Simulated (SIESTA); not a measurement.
A run of SIESTA 5.4.2 is set up as follows.

HfO2.fdf

```
SystemName                      HfO2
SystemLabel                     HfO2
NumberOfSpecies                 2
NumberOfAtoms                   12
%block ChemicalSpeciesLabel
  1  72 Hf
  2   8 O
%endblock ChemicalSpeciesLabel

LatticeConstant                 1.0 Ang
%block LatticeVectors
     5.1180000000     0.0000000000     0.0000000000
     0.0000000000     5.1857000000     0.0000000000
    -0.8586630598     0.0000000000     5.2138671406
%endblock LatticeVectors
AtomicCoordinatesFormat         Fractional
%block AtomicCoordinatesAndAtomicSpecies
     0.2755000000     0.4603000000     0.7080000000  1  Hf
     0.7245000000     0.9603000000     0.7920000000  1  Hf
     0.7245000000     0.5397000000     0.2920000000  1  Hf
     0.2755000000     0.0397000000     0.2080000000  1  Hf
     0.0742000000     0.1684000000     0.8467000000  2  O
     0.9258000000     0.6684000000     0.6533000000  2  O
     0.9258000000     0.8316000000     0.1533000000  2  O
     0.0742000000     0.3316000000     0.3467000000  2  O
     0.4487000000     0.7419000000     0.9801000000  2  O
     0.5513000000     0.2419000000     0.5199000000  2  O
     0.5513000000     0.2581000000     0.0199000000  2  O
     0.4487000000     0.7581000000     0.4801000000  2  O
%endblock AtomicCoordinatesAndAtomicSpecies

%block kgrid.MonkhorstPack
    5   0   0  0.0
    0   5   0  0.0
    0   0   5  0.0
%endblock kgrid.MonkhorstPack
XC.Functional                   VDW
XC.Authors                      BH
PAO.BasisSize                   DZP
PAO.EnergyShift                 0.002 Ry
Mesh.Cutoff                     800 Ry
OccupationFunction              FD
ElectronicTemperature           0.05 eV
MaxSCFIterations                120
SCF.MustConverge                false
SCF.Mixer.Method                Pulay
SCF.Mixer.Weight                0.25
SCF.Mixer.History               8
SCF.DM.Tolerance                5.0e-05
SCF.H.Tolerance                 1.0e-03 eV
WriteForces                     true
Charge.Mulliken                 end
BandLinesScale                  ReciprocalLatticeVectors
%block BandLines
    1    0.000000   0.000000   0.000000  \Gamma
    9    0.000000   0.000000   0.500000  Y
    8   -0.432731   0.000000   0.572601  H
    2   -0.500000   0.000000   0.500000  C
   10   -0.500000   0.500000   0.500000  E
    2   -0.567269   0.500000   0.427399  M1
    8   -0.500000   0.500000   0.000000  A
   10   -0.500000   0.000000   0.000000  X
    8   -0.567269   0.000000   0.427399  H1
    1   -0.432731   0.500000   0.572601  M
    8    0.000000   0.500000   0.500000  D
    9    0.000000   0.500000   0.000000  Z
    1    0.000000   0.000000   0.500000  Y
   10    0.000000   0.500000   0.500000  D
%endblock BandLines
```

Potentials or basis: PseudoDojo 0.4 standard (PBE files), DZP (energy shift 0.002 Ry).

Command:

```bash
$ siesta HfO2.fdf > HfO2.out 2>&1
```

Problem. Estimate the largest force.

Solution. 0.512 eV/Å.

Problem. What does it give for the band gap along the path?

Solution. 3.88 eV, indirect (least direct gap 3.96 eV).

Levels at the corners of the path, in eV from the valence-band top:
| point | band 45 | band 46 | band 47 | band 48 | band 49 | band 50 | band 51 | band 52 |
| --- | --- | --- | --- | --- | --- | --- | --- | --- |
| Γ | -0.56 | -0.55 | -0.21 | 0.00 | 4.33 | 4.83 | 5.08 | 5.26 |
| Y | -0.88 | -0.88 | -0.51 | -0.51 | 4.57 | 4.57 | 4.97 | 4.97 |
| H | -1.12 | -0.75 | -0.70 | -0.37 | 4.11 | 4.31 | 5.24 | 5.37 |
| C | -1.00 | -1.00 | -0.53 | -0.53 | 4.20 | 4.20 | 5.34 | 5.34 |
| E | -1.10 | -1.10 | -0.78 | -0.78 | 4.38 | 4.38 | 5.08 | 5.08 |
| M1 | -1.08 | -1.08 | -0.75 | -0.75 | 4.40 | 4.40 | 5.11 | 5.11 |
| A | -0.94 | -0.94 | -0.61 | -0.61 | 4.63 | 4.63 | 5.04 | 5.04 |
| X | -0.73 | -0.59 | -0.52 | -0.10 | 3.88 | 4.94 | 5.03 | 5.07 |
| H1 | -1.12 | -0.75 | -0.70 | -0.37 | 4.11 | 4.31 | 5.24 | 5.37 |
| M | -1.08 | -1.08 | -0.75 | -0.75 | 4.40 | 4.40 | 5.11 | 5.11 |
| D | -0.93 | -0.93 | -0.67 | -0.67 | 4.74 | 4.74 | 4.89 | 4.89 |
| Z | -0.86 | -0.86 | -0.46 | -0.46 | 4.89 | 4.89 | 5.35 | 5.35 |
| Y | -0.88 | -0.88 | -0.51 | -0.51 | 4.57 | 4.57 | 4.97 | 4.97 |
| D | -0.93 | -0.93 | -0.67 | -0.67 | 4.74 | 4.74 | 4.89 | 4.89 |

Caveat: the potentials were made for another functional, which shifts forces and pressure; spin-orbit coupling is left out, which moves the levels of the heavy elements; the basis of atomic orbitals isn't converged, which shifts pressures, moduli and gaps.

**What was measured.**

From “Temperature dependence of self-trapped exciton luminescence in nanostructured hafnia powder”, 2021, arxiv:2112.02602, for a bulk crystal of HfO2: band gap 5.54 eV (indirect).

Against the measured gap of HfO2, 5.54 eV (indirect; quoted in “Temperature dependence of self-trapped exciton luminescence in nanostructured hafnia powder”, 2021, arxiv:2112.02602), the calculated 3.88 eV is off by -1.66 eV. Spin-orbit coupling on Hf is left out. The value is that of vdW-DF-cx in an atomic basis (PseudoDojo 0.4 standard (PBE files), DZP (energy shift 0.002 Ry)), whose error adds to the functional's,, without temperature or zero-point motion.
